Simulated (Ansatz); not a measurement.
**Cohesive energies along the 5d metals**

Level of theory: DFT, PBEsol, plane waves (420 eV) with PAW, scalar-relativistic (Ansatz 0.2.0). (PAW data from PBE, frozen cores regenerated.)

The free atom is spin-polarised, without symmetry, in a box of 14 × 14.4 × 14.8 Å, in the lowest state that the tried spin starts reached (hybrids start from one state alone); no zero-point energy, no spin-orbit coupling, no dispersion.

Task: Rank by cohesive energy per atom, weakest first.
A. lutetium (hcp)
B. iridium (fcc)
C. mercury (alpha-Hg (rhombohedral))
D. osmium (hcp)
E. hafnium (hcp)
F. gold (fcc)
G. platinum (fcc)
H. tantalum (bcc)
I. tungsten (bcc)
J. rhenium (hcp)

Result: C (0.57 eV), F (3.73 eV), A (4.64 eV), G (6.41 eV), E (7.06 eV), B (8.39 eV), J (8.81 eV), H (8.95 eV), I (9.18 eV), D (9.50 eV).
